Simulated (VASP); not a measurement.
Input of a VASP 6.6.1 run:

Contents of INCAR:

```
PREC = Accurate ; ENCUT = 600
EDIFF = 1E-8 ; ISMEAR = 0
SIGMA = 0.03 ; LREAL = F
LASPH = T ; NELM = 80
ALGO = Normal ; ISIF = 2
LWAVE = F ; LCHARG = F
GGA = CA ; LEPSILON = T
KPAR = 2
```

Contents of KPOINTS:

```
Automatic mesh
0
Gamma
  12 12 3
```

The input POSCAR:

```
Te2Mo                                   
1.0
    3.4742783243      0.0000000000      0.0000000000
   -1.7371391621      3.0088132886      0.0000000000
    0.0000000000      0.0000000000     13.7742939934
  Te              Mo            
     4     2
Direct
     0.3333333332999970    0.6666666667000030    0.6193742274411562
     0.6666666667000030    0.3333333332999970    0.1193742274411562
     0.3333333332999970    0.6666666667000030    0.8806257725588438
     0.6666666667000030    0.3333333332999970    0.3806257725588438
     0.3333333332999970    0.6666666667000030    0.2500000000000000
     0.6666666667000030    0.3333333332999970    0.7500000000000000
```

Potentials or basis: VASP PAW LDA potentials, release 64 (Te, Mo_sv).

Run with:

```bash
$ cat potpaw_LDA.64/Te/POTCAR potpaw_LDA.64/Mo_sv/POTCAR > POTCAR
$ mpirun -np 2 vasp_std > vasp.out
```

Question: What does it give for the electronic dielectric tensor (diagonal)?

Answer: 20.18, 20.18, 12.06.

Question: Estimate the Born charges (mean of the diagonal).

Answer: Te +1.42; Mo -2.85 e.

Question: Predict the band gap on the k mesh.

Answer: 0.68 eV, indirect (least direct gap 1.10 eV).

Electronic dielectric tensor:
```
20.18  0.00  0.00
 0.00 20.18  0.00
 0.00  0.00 12.06
```

Caveat: the gap is small at this level, which inflates the dielectric constant; spin-orbit coupling is left out, which moves the levels of the heavy elements; an odd mesh through Γ misses points on the zone boundary, where band edges often lie.

The gap isn't set beside the measured one, since this odd mesh misses points on the zone boundary.
